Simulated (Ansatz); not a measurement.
An element in the sc structure gives these cold pressures by all-electron LAPW under PBE (Ansatz 0.2.0, scalar-relativistic, no spin polarisation).

```csv
V (Å³/atom),P (GPa)
27.63,0.00
24.32,3.69
21.56,9.05
18.79,18.18
16.03,34.4
13.82,57.5
11.88,91.8
```

Question: Which element is it?

Answer: Mg. Its zero-pressure volume in this structure is near 27.6 Å³/atom; the volume and the steepness of P(V) together point to it, though neighbours can come close. Other candidates weren't computed, and some may come near.
